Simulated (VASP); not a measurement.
# I (Im-3m) in VASP: further runs

One crystal, I, is run at these levels: PBE; tasks: single point.

Program: VASP 6.6.1. These are calculated values, not measurements. Logs are shortened: lines on timing, memory, paths and dates and some standing lists are left out, and cuts for length are marked.

### 1 The crystal as given

The structure is cubic, space group Im-3m (No. 229). The conventional cell has a = 4.179 Å, b = 4.179 Å, c = 4.179 Å, α = 90.00°, β = 90.00°, γ = 90.00°. I (site symmetry m-3m) is surrounded by 8 I at 3.62 Å.

The real solid is made of molecules; this cell is a model form.

### 2 Single point, PBE

Input file INCAR:

```
SYSTEM = I
PREC = Accurate
ENCUT = 460
EDIFF = 1E-4
ISMEAR = 0
SIGMA = 0.05
LREAL = .FALSE.
LASPH = .TRUE.
NELM = 100
ALGO = Normal
ISIF = 2
LWAVE = .FALSE.
LCHARG = .FALSE.
GGA = PE
NBANDS = 10
ADDGRID = .FALSE.
```

Input file KPOINTS:

```
Automatic mesh
0
G
  5 5 5
  0 0 0
```

Input file POSCAR:

```
I
1.0
   -2.1240960000      2.1667550000      2.1089740000
    2.1114880000     -2.1329730000      2.0625830000
    2.0399160000      2.0487930000     -2.0751920000
I
1
Direct
    0.0126280000     -0.0160290000     -0.0040210000
```

Potentials or basis: VASP PAW PBE potentials, release 64 (I).

Launch:

```bash
cat potpaw_PBE.64/I/POTCAR > POTCAR
mpirun -np 1 vasp_std > vasp.out
```

OUTCAR:

```text
SYSTEM = I
   PREC = Accurate
   ENCUT = 460
   EDIFF = 1E-4
   ISMEAR = 0
   LREAL = .FALSE.
   LASPH = .TRUE.
   NELM = 100
   ISIF = 2
   GGA = PE

 Found     63 irreducible k-points:

 Following reciprocal coordinates:
            Coordinates               Weight
  0.000000  0.000000  0.000000      1.000000
  0.200000  0.000000 -0.000000      2.000000
  0.400000  0.000000  0.000000      2.000000
 -0.000000  0.200000 -0.000000      2.000000
  0.200000  0.200000 -0.000000      2.000000
  0.400000  0.200000 -0.000000      2.000000
   k-points           NKPTS =     63   k-points in BZ     NKDIM =     63   number of bands    NBANDS=     10
   number of dos      NEDOS =    301   number of ions     NIONS =      1
   total plane-waves  NPLWV =  21952
   dimension x,y,z NGX =    28 NGY =   28 NGZ =   28
   dimension x,y,z NGXF=    56 NGYF=   56 NGZF=   56
   ions per type =               1
   NGX,Y,Z   is equivalent  to a cutoff of  12.60, 12.78, 13.08 a.u.
   NGXF,Y,Z  is equivalent  to a cutoff of  25.19, 25.56, 26.16 a.u.
 SYSTEM =  I
   PREC   = accura    normal or accurate (medium, high low for compatibility)
   ISTART =      0    job   : 0-new  1-cont  2-samecut
   ICHARG =      2    charge: 1-file 2-atom 10-const
   ISPIN  =      1    spin polarized calculation?
   LNONCOLLINEAR =      F non collinear calculations
   LSORBIT =      F    spin-orbit coupling
   LASPH  =      T    aspherical Exc in radial PAW
   ENCUT  =  460.0 eV  33.81 Ry    5.81 a.u.   6.46  6.37  6.22*2*pi/ulx,y,z
   NELM   =    100;   NELMIN=  2; NELMDL= -5     # of ELM steps
   EDIFF  = 0.1E-03   stopping-criterion for ELM
   LREAL  =      F    real-space projection
   EDIFFG = 0.1E-02   stopping-criterion for IOM
   NSW    =      0    number of steps for IOM
   IBRION =     -1    ionic relax: 0-MD 1-quasi-New 2-CG
   NFREE  =      0    steps in history (QN), initial steepest desc. (CG)
   ISIF   =      2    stress and relaxation
   ISYM   =      2    0-nonsym 1-usesym 2-fastsym
   POTIM  = 0.5000    time-step for ionic-motion
   TEBEG  =    0.0;   TEEND  =   0.0 temperature during run
   PSTRESS=    0.0 pullay stress
   NELECT =       7.0000    total number of electrons
   NUPDOWN=      -1.0000    fix difference up-down
   EMIN   =  10.00;   EMAX   =-10.00  energy-range for DOS
   EFERMI =   0.00;   METHOD = LEGACY
   ISMEAR =     0;   SIGMA  =   0.05  broadening in eV -4-tet -1-fermi 0-gaus
   EFERMI_NEDOS =   21; number of points for ismear=-14 and -15
   IALGO  =     38    algorithm
   IMIX   =      4    mixing-type and parameters
     AMIX     =   0.40;   BMIX     =  1.00
     AMIX_MAG =   1.60;   BMIX_MAG =  1.00
  volume/ion in A,a.u.               =      36.48       246.21
  Fermi-wavevector in a.u.,A,eV,Ry     =   0.944215  1.784308 12.130170  0.891542
  Thomas-Fermi vector in A             =   2.071998
   LORBIT       =      0    0 simple, 1 ext, 2 COOP (PROOUT), +10 PAW based schemes
   GGA     = PE    functional components
   LHFCALC =     F    Hartree Fock is set to
   AEXX    =    0.0000 exact exchange contribution
   IVDW    =     0    specifies the selected vdW correction
   LEPSILON=     F    determine dielectric tensor
   LRPA    =     F    only Hartree local field effects (RPA)
 non-spin polarized calculation
 Gauss-broadening in eV      SIGMA  =   0.05
  energy-cutoff  :      460.00
  volume of cell :       36.48
 maximum number of plane-waves:       830
 NGX is ok and might be reduce to    28

 number of electron       7.0000000 magnetization

 Free energy of the ion-electron system (eV)
  ---------------------------------------------------
  ext. energy  EPLUGINS =         0.00000000
  ---------------------------------------------------
  free energy    TOTEN  =        -1.13378905 eV

  energy without entropy =       -1.13008956  energy(sigma->0) =       -1.13193931

 E-fermi :   4.1677     XC(G=0):  -8.9214

 val. band max:        4.1577086924   @ k =  -0.0000   0.2000  -0.0000
 cond. band min:       4.1710072532   @ k =  -0.4000  -0.0000   0.2000
 fundamental gap:      0.0132985608
 Fermi energy:         4.1677416741

 k-point     1 :       0.0000    0.0000    0.0000
  band No.  band energies     occupation
      1      -9.1995      2.00000
      2       4.7377      0.00000
      3       4.8924      0.00000
      4       5.0026      0.00000
      5      10.9113      0.00000
      6      13.6064      0.00000
      7      13.7495      0.00000
      8      14.1828      0.00000
      9      16.0496      0.00000
     10      16.2703      0.00000

 k-point     2 :       0.2000    0.0000   -0.0000
  band No.  band energies     occupation
      1      -8.8197      2.00000
      2       2.7026      2.00000
      3       4.2684      0.00440
      4       4.8441      0.00000
      5      11.5117      0.00000
      6      12.5820      0.00000
      7      13.8957      0.00000
      8      15.4529      0.00000
      9      15.7233      0.00000
     10      15.8284      0.00000

 k-point     3 :       0.4000    0.0000    0.0000
  band No.  band energies     occupation
      1      -8.0483      2.00000
      2       0.1924      2.00000
      3       3.5237      2.00000
      4       4.6780      0.00000
      5      10.1593      0.00000
      6      11.5400      0.00000
      7      16.2252      0.00000
      8      16.3677      0.00000
      9      18.0633      0.00000
     10      19.1029      0.00000

 k-point     4 :      -0.0000    0.2000   -0.0000
  band No.  band energies     occupation
      1      -8.7974      2.00000
      2       2.7576      2.00000
      3       4.1577      1.22342
      4       4.7975      0.00000
      5      11.4777      0.00000
      6      12.4963      0.00000
      7      13.9667      0.00000
      8      15.2690      0.00000
      9      15.6954      0.00000
     10      15.8107      0.00000

 k-point     5 :       0.2000    0.2000   -0.0000
  band No.  band energies     occupation
      1      -8.1795      2.00000
      2       0.9584      2.00000
      3       3.0746      2.00000
      4       4.4399      0.00000
      5      11.4730      0.00000
      6      12.1756      0.00000
      7      14.2551      0.00000
      8      15.3670      0.00000
      9      17.8637      0.00000
     10      18.8891      0.00000

 k-point     6 :       0.4000    0.2000   -0.0000
  band No.  band energies     occupation
      1      -7.7685      2.00000
      2       0.2100      2.00000
      3       2.1168      2.00000
      4       4.2610      0.00836
      5      11.1768      0.00000
      6      12.6385      0.00000
      7      15.2893      0.00000
      8      16.0274      0.00000
      9      18.9495      0.00000
     10      20.0198      0.00000

 [... further k-points ...]

------------------------ aborting loop because EDIFF is reached ----------------------------------------

  FORCE on cell =-STRESS in cart. coord.  units (eV):
  Direction    XX          YY          ZZ          XY          YZ          ZX
  --------------------------------------------------------------------------------------
  -------------------------------------------------------------------------------------
  Total       -0.2253936     -0.1920750     -0.1729778     -0.8280040      0.3800128     -0.0721594
  in kB       -9.8978883     -8.4347416     -7.5961138    -36.3608006     16.6878038     -3.1687935
  external PRESSURE =      -8.6429145 kB  Pullay stress =       0.0000000 kB

 VOLUME and BASIS-vectors are now :
 -----------------------------------------------------------------------------
  energy-cutoff  :      460.00
  volume of cell :       36.48
      direct lattice vectors                 reciprocal lattice vectors
    -2.124096000  2.166755000  2.108974000     0.005496097  0.235420953  0.237828778
     2.111488000 -2.132973000  2.062583000     0.241671392  0.002899229  0.240425590
     2.039916000  2.048793000 -2.075192000     0.245788549  0.242134979 -0.001217987

 POSITION                                       TOTAL-FORCE (eV/Angst)
 -----------------------------------------------------------------------------------
      4.08253     -0.03087     -0.01069        -0.000000      0.000000      0.000000
 -----------------------------------------------------------------------------------
    total drift:                                0.000000      0.000000      0.000001

  FREE ENERGIE OF THE ION-ELECTRON SYSTEM (eV)
  ---------------------------------------------------
  free  energy   TOTEN  =        -1.1337890503 eV

  energy  without entropy=       -1.1300895602  energy(sigma->0) =       -1.13193931
```

It took 8.3 s on 1 thread of Intel Xeon Platinum 8488C (Sapphire Rapids), shared host; peak memory 0.16 GiB.

The run converged, but some of its settings lie outside the range that counts as converged, so its numbers aren't taken as properties of the crystal.

Results:

| Quantity | Value |
| --- | --- |
| Free energy | -1.1338 eV |
| Pressure | -0.9 GPa |
| Band gap on the k mesh | none (metal or under the smearing width) |

Caveat: the k mesh is coarse (spacing up to 0.43 Å⁻¹), so the values aren't converged; an odd number of electrons without spin polarisation forces a metal; a magnetic or distorted state may lie lower.

### 3 Single point, PBE

This run uses another cell than the first one, of the same volume but with other edges.

Changes to INCAR since step 2:

```diff
@@ -3,3 +3,3 @@
 ENCUT = 460
-EDIFF = 1E-4
+EDIFF = 1E-5
 ISMEAR = 0
```

KPOINTS is that of step 2.

Input file POSCAR:

```
I
1.0
   -2.0893754423      2.0893754423      2.0893754423
    2.0893754423     -2.0893754423      2.0893754423
    2.0893754423      2.0893754423     -2.0893754423
I
1
Direct
    0.0000000000      0.0000000000      0.0000000000
```

Potentials or basis: VASP PAW PBE potentials, release 64 (I).

Launch:

```bash
cat potpaw_PBE.64/I/POTCAR > POTCAR
mpirun -np 1 vasp_std > vasp.out
```

OUTCAR:

```text
SYSTEM = I
   PREC = Accurate
   ENCUT = 460
   EDIFF = 1E-5
   ISMEAR = 0
   LREAL = .FALSE.
   LASPH = .TRUE.
   NELM = 100
   ISIF = 2
   GGA = PE

 Found     10 irreducible k-points:

 Following reciprocal coordinates:
            Coordinates               Weight
  0.000000  0.000000  0.000000      1.000000
  0.200000  0.000000  0.000000     12.000000
  0.400000  0.000000  0.000000     12.000000
  0.200000  0.200000  0.000000     24.000000
  0.400000  0.200000  0.000000     24.000000
  0.200000  0.200000  0.200000      8.000000
   k-points           NKPTS =     10   k-points in BZ     NKDIM =     10   number of bands    NBANDS=     10
   number of dos      NEDOS =    301   number of ions     NIONS =      1
   total plane-waves  NPLWV =  21952
   dimension x,y,z NGX =    28 NGY =   28 NGZ =   28
   dimension x,y,z NGXF=    56 NGYF=   56 NGZF=   56
   ions per type =               1
   NGX,Y,Z   is equivalent  to a cutoff of  12.86, 12.86, 12.86 a.u.
   NGXF,Y,Z  is equivalent  to a cutoff of  25.73, 25.73, 25.73 a.u.
 SYSTEM =  I
   PREC   = accura    normal or accurate (medium, high low for compatibility)
   ISTART =      0    job   : 0-new  1-cont  2-samecut
   ICHARG =      2    charge: 1-file 2-atom 10-const
   ISPIN  =      1    spin polarized calculation?
   LNONCOLLINEAR =      F non collinear calculations
   LSORBIT =      F    spin-orbit coupling
   LASPH  =      T    aspherical Exc in radial PAW
   ENCUT  =  460.0 eV  33.81 Ry    5.81 a.u.   6.33  6.33  6.33*2*pi/ulx,y,z
   NELM   =    100;   NELMIN=  2; NELMDL= -5     # of ELM steps
   EDIFF  = 0.1E-04   stopping-criterion for ELM
   LREAL  =      F    real-space projection
   EDIFFG = 0.1E-03   stopping-criterion for IOM
   NSW    =      0    number of steps for IOM
   IBRION =     -1    ionic relax: 0-MD 1-quasi-New 2-CG
   NFREE  =      0    steps in history (QN), initial steepest desc. (CG)
   ISIF   =      2    stress and relaxation
   ISYM   =      2    0-nonsym 1-usesym 2-fastsym
   POTIM  = 0.5000    time-step for ionic-motion
   TEBEG  =    0.0;   TEEND  =   0.0 temperature during run
   PSTRESS=    0.0 pullay stress
   NELECT =       7.0000    total number of electrons
   NUPDOWN=      -1.0000    fix difference up-down
   EMIN   =  10.00;   EMAX   =-10.00  energy-range for DOS
   EFERMI =   0.00;   METHOD = LEGACY
   ISMEAR =     0;   SIGMA  =   0.05  broadening in eV -4-tet -1-fermi 0-gaus
   EFERMI_NEDOS =   21; number of points for ismear=-14 and -15
   IALGO  =     38    algorithm
   IMIX   =      4    mixing-type and parameters
     AMIX     =   0.40;   BMIX     =  1.00
     AMIX_MAG =   1.60;   BMIX_MAG =  1.00
  volume/ion in A,a.u.               =      36.48       246.21
  Fermi-wavevector in a.u.,A,eV,Ry     =   0.944215  1.784308 12.130172  0.891543
  Thomas-Fermi vector in A             =   2.071998
   LORBIT       =      0    0 simple, 1 ext, 2 COOP (PROOUT), +10 PAW based schemes
   GGA     = PE    functional components
   LHFCALC =     F    Hartree Fock is set to
   AEXX    =    0.0000 exact exchange contribution
   IVDW    =     0    specifies the selected vdW correction
   LEPSILON=     F    determine dielectric tensor
   LRPA    =     F    only Hartree local field effects (RPA)
 non-spin polarized calculation
 Gauss-broadening in eV      SIGMA  =   0.05
  energy-cutoff  :      460.00
  volume of cell :       36.48
 maximum number of plane-waves:       835
 NGX is ok and might be reduce to    28

 number of electron       7.0000000 magnetization

 Free energy of the ion-electron system (eV)
  ---------------------------------------------------
  ext. energy  EPLUGINS =         0.00000000
  ---------------------------------------------------
  free energy    TOTEN  =        -1.11687942 eV

  energy without entropy =       -1.11600025  energy(sigma->0) =       -1.11643984

 E-fermi :   4.1755     XC(G=0):  -8.9257

 val. band max:        4.0791392669   @ k =   0.4000   0.2000   0.0000
 cond. band min:       4.2374012753   @ k =   0.2000   0.0000   0.0000
 fundamental gap:      0.1582620084
 Fermi energy:         4.1755089056

 k-point     1 :       0.0000    0.0000    0.0000
  band No.  band energies     occupation
      1      -9.1955      2.00000
      2       4.8788      0.00000
      3       4.8788      0.00000
      4       4.8788      0.00000
      5      10.9239      0.00000
      6      13.8612      0.00000
      7      13.8612      0.00000
      8      13.8612      0.00000
      9      16.0929      0.00000
     10      16.0929      0.00000

 k-point     2 :       0.2000    0.0000    0.0000
  band No.  band energies     occupation
      1      -8.8013      2.00000
      2       2.7395      2.00000
      3       4.2374      0.08002
      4       4.7770      0.00000
      5      11.4946      0.00000
      6      12.5502      0.00000
      7      13.9395      0.00000
      8      15.3683      0.00000
      9      15.6768      0.00000
     10      15.7208      0.00000

 k-point     3 :       0.4000    0.0000    0.0000
  band No.  band energies     occupation
      1      -7.9958      2.00000
      2       0.1989      2.00000
      3       3.4303      2.00000
      4       4.6022      0.00000
      5      10.0665      0.00000
      6      11.4525      0.00000
      7      16.2332      0.00000
      8      16.2485      0.00000
      9      18.1888      0.00000
     10      19.0832      0.00000

 k-point     4 :       0.2000    0.2000    0.0000
  band No.  band energies     occupation
      1      -8.1799      2.00000
      2       1.0746      2.00000
      3       3.0426      2.00000
      4       4.2692      0.00807
      5      11.3724      0.00000
      6      12.3285      0.00000
      7      14.5337      0.00000
      8      15.2654      0.00000
      9      18.0103      0.00000
     10      18.7610      0.00000

 k-point     5 :       0.4000    0.2000    0.0000
  band No.  band energies     occupation
      1      -7.7051      2.00000
      2       0.2126      2.00000
      3       2.1065      2.00000
      4       4.0791      1.99358
      5      10.9755      0.00000
      6      12.6715      0.00000
      7      15.2060      0.00000
      8      15.9054      0.00000
      9      19.1370      0.00000
     10      20.1436      0.00000

 k-point     6 :       0.2000    0.2000    0.2000
  band No.  band energies     occupation
      1      -7.7328      2.00000
      2       0.6946      2.00000
      3       2.3875      2.00000
      4       2.3875      2.00000
      5      13.5353      0.00000
      6      13.5353      0.00000
      7      15.0644      0.00000
      8      17.9854      0.00000
      9      17.9854      0.00000
     10      20.8768      0.00000

 [... further k-points ...]

------------------------ aborting loop because EDIFF is reached ----------------------------------------

  FORCE on cell =-STRESS in cart. coord.  units (eV):
  Direction    XX          YY          ZZ          XY          YZ          ZX
  --------------------------------------------------------------------------------------
  -------------------------------------------------------------------------------------
  Total       -0.2163453     -0.2163453     -0.2163453     -0.0000000      0.0000000      0.0000000
  in kB       -9.5005447     -9.5005447     -9.5005447     -0.0000000      0.0000000      0.0000000
  external PRESSURE =      -9.5005447 kB  Pullay stress =       0.0000000 kB

 VOLUME and BASIS-vectors are now :
 -----------------------------------------------------------------------------
  energy-cutoff  :      460.00
  volume of cell :       36.48
      direct lattice vectors                 reciprocal lattice vectors
    -2.089375442  2.089375442  2.089375442     0.000000000  0.239305962  0.239305962
     2.089375442 -2.089375442  2.089375442     0.239305962  0.000000000  0.239305962
     2.089375442  2.089375442 -2.089375442     0.239305962  0.239305962  0.000000000

 POSITION                                       TOTAL-FORCE (eV/Angst)
 -----------------------------------------------------------------------------------
      0.00000      0.00000      0.00000         0.000000      0.000000      0.000000
 -----------------------------------------------------------------------------------
    total drift:                                0.000000      0.000000      0.000000

  FREE ENERGIE OF THE ION-ELECTRON SYSTEM (eV)
  ---------------------------------------------------
  free  energy   TOTEN  =        -1.1168794196 eV

  energy  without entropy=       -1.1160002509  energy(sigma->0) =       -1.11643984
```

It took 3.3 s on 1 thread of Intel Xeon Platinum 8488C (Sapphire Rapids), shared host; peak memory 0.14 GiB.

These settings aren't checked as converged: the numbers below hold their error.

Results:

```
Free energy            : -1.1169 eV
Pressure               : -1.0 GPa
Band gap on the k mesh : none (metal or under the smearing width)
```

Caveat: the k mesh is coarse (spacing up to 0.43 Å⁻¹), so the values aren't converged; an odd number of electrons without spin polarisation forces a metal; a magnetic or distorted state may lie lower.

### 4 Single point, PBE

INCAR is that of step 3.

KPOINTS is that of step 3.

Input file POSCAR:

```
I
1.0
   -2.1240960000      2.1667550000      2.1089740000
    2.1114880000     -2.1329730000      2.0625830000
    2.0399160000      2.0487930000     -2.0751920000
I
1
Direct
    0.0126280000     -0.0160290000     -0.0040210000
```

Launch:

```bash
cat potpaw_PBE.64/I/POTCAR > POTCAR
mpirun -np 1 vasp_std > vasp.out
```

Run time: 9.2 s. Hardware: 1 thread of Intel Xeon Platinum 8488C (Sapphire Rapids), shared host; peak memory 0.16 GiB.

The run converged, but some of its settings lie outside the range that counts as converged, so its numbers aren't taken as properties of the crystal.

Results:

```
Free energy            : -1.1338 eV
Pressure               : -0.9 GPa
Band gap on the k mesh : none (metal or under the smearing width)
```

Caveat: the k mesh is coarse (spacing up to 0.43 Å⁻¹), so the values aren't converged; an odd number of electrons without spin polarisation forces a metal; a magnetic or distorted state may lie lower.

(Continued in part 2 of 2.)
